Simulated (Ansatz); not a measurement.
A run of Ansatz 0.2.0 is set up as follows.

File input.yaml:

```yaml
crystal:
  lattice:
    - [0.0, 2.701992, 2.701992]
    - [2.701992, 0.0, 2.701992]
    - [2.701992, 2.701992, 0.0]
  atoms:
    - { symbol: Pb, position: [0.0, 0.0, 0.0] }
    - { symbol: O, position: [0.75, 0.75, 0.75] }
    - { symbol: O, position: [0.25, 0.25, 0.25] }
hamiltonian:
  xc: pbesol
  pseudopotentials: { kind: paw }
kpoints:
  mp_grid: { grid: [9, 9, 9] }
scf:
  occupations: { method: fermi_dirac, width: 0.05 }
output:
  forces: true
  stress: true
  eigenvalues: true
relax:
  f_tol: 0.01
  max_steps: 40
  cell: { stress_tol: 0.05, p_target: 10.0 }
```

Potentials or basis: Ansatz PAW.

Run with:

```bash
$ ansatz run input.yaml --threads 2 --pin off --max-ram 5632MiB --backend cpu --events-out ev --progress --plain --runs-dir out
```

(1) Estimate the space group after relaxing (to 0.05 Å).

(2) Estimate the band gap on the k mesh.

(3) Predict the relaxed volume.

(4) Predict the relaxed cell.

Results:

(1) Fm-3m (No. 225).

(2) none (metal or under the smearing width).

(3) 11.92 Å³/atom.

(4) a = 3.698 Å, b = 3.698 Å, c = 3.698 Å, α = 60.00°, β = 60.00°, γ = 60.00°.

Caveat: the pressure holds a Pulay correction of +0.7 GPa for the finite cutoff; the PAW data sets come from PBE, with cores solved anew for the run's functional, which leaves a small shift of forces and pressure.
